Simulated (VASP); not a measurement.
# A VASP 6.6.1 single-point calculation on Ge

INCAR

```
LWAVE = .FALSE.
EDIFF = 1E-7
GGA = PE
ENCUT = 520
NBANDS = 21
ISIF = 2
ISMEAR = -1
LREAL = .FALSE.
IBRION = -1
SIGMA = 0.02
LASPH = .TRUE.
LCHARG = .FALSE.
NSW = 0
PREC = Accurate
NELM = 120
```

KPOINTS

```
KPOINTS created by Atomic Simulation Environment
0
Gamma
3 3 3
0 0 0
```

POSCAR

```
Ge
 1.0000000000000000
     0.0000000000000000    2.7943204094000000    2.7943204094000000
     2.7943204094000000    0.0000000000000000    2.7943204094000000
     2.7943204094000000    2.7943204094000000    0.0000000000000000
 Ge
   2
Cartesian
  0.0000000000000000  0.0000000000000000  0.0000000000000000
  1.3971602047000000  1.3971602047000000  1.3971602047000000
```

The recommended PBE PAW datasets give the neutral cell 28 valence electrons.

Command

```
mpirun -np 1 vasp_std
```

OSZICAR

```
N       E                     dE             d eps       ncg     rms          rms(c)
DAV:   1     0.183068728333E+03    0.18307E+03   -0.14558E+04   186   0.373E+03
DAV:   2     0.191346416220E+02   -0.16393E+03   -0.15893E+03   168   0.603E+02
DAV:   3    -0.724397834037E+01   -0.26379E+02   -0.26063E+02   188   0.140E+02
DAV:   4    -0.829004991045E+01   -0.10461E+01   -0.10456E+01   193   0.327E+01
DAV:   5    -0.830693012087E+01   -0.16880E-01   -0.16880E-01   183   0.465E+00    0.366E+00
DAV:   6    -0.821385155755E+01    0.93079E-01   -0.32651E-02   203   0.142E+00    0.219E+00
DAV:   7    -0.817194439573E+01    0.41907E-01   -0.83991E-02   200   0.223E+00    0.181E-01
DAV:   8    -0.817552407080E+01   -0.35797E-02   -0.76980E-03   178   0.803E-01    0.531E-02
DAV:   9    -0.817584684987E+01   -0.32278E-03   -0.38642E-04   188   0.169E-01    0.174E-02
DAV:  10    -0.817585787541E+01   -0.11026E-04   -0.23534E-05   184   0.575E-02    0.754E-03
DAV:  11    -0.817586049673E+01   -0.26213E-05   -0.51989E-06   183   0.244E-02    0.160E-03
DAV:  12    -0.817586063726E+01   -0.14053E-06   -0.21819E-07   156   0.423E-03    0.573E-04
DAV:  13    -0.817586063860E+01   -0.13351E-08   -0.37208E-08   138   0.242E-03
   1 F= -.81758606E+01 E0= -.81758590E+01  d E =-.331607E-05
```

From OUTCAR

```
k-points           NKPTS =      4   k-points in BZ     NKDIM =      4   number of bands    NBANDS=     21

   NELECT =      28.0000    total number of electrons

   dimension x,y,z NGX =    30 NGY =   30 NGZ =   30
   dimension x,y,z NGXF=    60 NGYF=   60 NGZF=   60

  energy-cutoff  :      520.00
  volume of cell :       43.64
      direct lattice vectors                 reciprocal lattice vectors
     0.000000000  2.794320409  2.794320409    -0.178934384  0.178934384  0.178934384
     2.794320409  0.000000000  2.794320409     0.178934384 -0.178934384  0.178934384
     2.794320409  2.794320409  0.000000000     0.178934384  0.178934384 -0.178934384

 k-points in reciprocal lattice and weights: KPOINTS created by Atomic Simulation Env
   0.00000000  0.00000000  0.00000000       0.037
   0.33333333  0.00000000  0.00000000       0.296
   0.33333333  0.33333333  0.00000000       0.222
  -0.33333333  0.33333333  0.00000000       0.444

 E-fermi :   5.6684

 k-point     1 :       0.0000    0.0000    0.0000
  band No.  band energies     occupation
      1     -19.3785      2.00000
      2     -19.3785      2.00000
      3     -19.3785      2.00000
      4     -19.3416      2.00000
      5     -19.3416      2.00000
      6     -19.1091      2.00000
      7     -19.1091      2.00000
      8     -19.1091      2.00000
      9     -19.0925      2.00000
     10     -19.0925      2.00000
     11      -7.6053      2.00000
     12       5.4630      1.99993
     13       5.4630      1.99993
     14       5.4630      1.99993
     15       5.8520      0.00021
     16       7.9906      0.00000
     17       7.9906      0.00000
     18       7.9906      0.00000
     19      12.0273      0.00000
     20      14.9856      0.00000
     21      14.9856      0.00000

 k-point     2 :       0.3333    0.0000    0.0000
  band No.  band energies     occupation
      1     -19.4030      2.00000
      2     -19.4030      2.00000
      3     -19.3646      2.00000
      4     -19.3010      2.00000
      5     -19.3010      2.00000
      6     -19.1424      2.00000
      7     -19.1424      2.00000
      8     -19.1256      2.00000
      9     -19.0663      2.00000
     10     -19.0663      2.00000
     11      -6.2855      2.00000
     12      -0.7405      2.00000
     13       4.2354      2.00000
     14       4.2354      2.00000
     15       5.9871      0.00000
     16       9.2388      0.00000
     17       9.2388      0.00000
     18      12.6802      0.00000
     19      13.4737      0.00000
     20      14.4916      0.00000
     21      14.4916      0.00000

 k-point     3 :       0.3333    0.3333    0.0000
  band No.  band energies     occupation
      1     -19.4072      2.00000
      2     -19.4072      2.00000
      3     -19.3756      2.00000
      4     -19.2769      2.00000
      5     -19.2472      2.00000
      6     -19.2256      2.00000
      7     -19.1524      2.00000
      8     -19.0939      2.00000
      9     -19.0623      2.00000
     10     -19.0623      2.00000
     11      -5.7592      2.00000
     12      -0.7767      2.00000
     13       2.7249      2.00000
     14       2.7249      2.00000
     15       6.0623      0.00000
     16       7.4125      0.00000
     17      12.9691      0.00000
     18      12.9691      0.00000
     19      14.2381      0.00000
     20      16.9188      0.00000
     21      17.6202      0.00000

 ...

  Total        2.0858038      2.0858038      2.0858038      0.0000000      0.0000000      0.0000000
  in kB       76.5817751     76.5817751     76.5817751      0.0000000      0.0000000      0.0000000
  external PRESSURE =      76.5817751 kB  Pullay stress =       0.0000000 kB

 POSITION                                       TOTAL-FORCE (eV/Angst)
 -----------------------------------------------------------------------------------
      0.00000      0.00000      0.00000         0.000000     -0.000000      0.000000
      1.39716      1.39716      1.39716        -0.000000      0.000000     -0.000000
 -----------------------------------------------------------------------------------
    total drift:                                0.000000     -0.000000      0.000000

  FREE ENERGIE OF THE ION-ELECTRON SYSTEM (eV)
  ---------------------------------------------------
  free  energy   TOTEN  =        -8.1758606386 eV

  energy  without entropy=       -8.1758573225  energy(sigma->0) =       -8.17585898
```

It converged. Results: gap between bands v and c on the k mesh 0.39 eV; least direct gap on the k mesh 0.39 eV; pressure 7.7 GPa. Band v is the last that the valence electrons fill when counted band by band, and c is the next.

These settings aren't sound, so the numbers aren't properties of the crystal.

On sound settings PBE gives a gap of 0.30 eV on its mesh and a pressure of 6.6 GPa for the intended cell.

The run took about 7.8 s on one core of a shared host (Intel Xeon Platinum 8488C) and held 0.15 GiB at most.
